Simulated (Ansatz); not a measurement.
Crystal: Os.

```
Os
1.0
     2.73410    0.00000    0.00000
    -1.36705    2.36780    0.00000
     0.00000    0.00000    4.31970
Os
2
Direct
  0.66667 0.33333 0.75000
  0.33333 0.66667 0.25000
```

```yaml
Program: Ansatz 0.2.0
Task: relaxation of cell and atoms
Functional: PBEsol
Dispersion: D4
Potentials_or_basis: Ansatz PAW
Cutoff: "420 eV (not typed: the program's choice for these potentials)"
k_mesh: 11 × 11 × 6
Occupations: fermi-dirac, width 0.05 eV
Spin: no spin polarisation
```

At the start: volume 13.98 Å³/atom.

Where does the relaxation end?

It ends after 4 steps and the volume is 13.76 Å³/atom (-1.6 %); space group P6_3/mmc (No. 194, to 0.05 Å).

The path:
```
step  energy change (eV)  largest force (eV/Å)  volume (Å³)
   1              0.0000                0.0000        27.96
   2             -0.0099                0.0000        27.55
   3             -0.0099                0.0000        27.52
   4             -0.0097                0.0000        27.52
```

Final structure:
```
CELL_PARAMETERS angstrom
2.71869 0.00000 0.00000
-1.35934 2.35445 0.00000
0.00000 0.00000 4.29885
ATOMIC_POSITIONS crystal
Os 0.66667 0.33333 0.75000
Os 0.33333 0.66667 0.25000
```

Caveat: the plane-wave basis is chosen anew once the cell has moved, so the energies of steps on either side of that aren't comparable; pairwise dispersion overbinds metals, which lowers pressure and volume; the PAW data sets come from PBE, with cores solved anew for the run's functional, which leaves a small shift of forces and pressure.
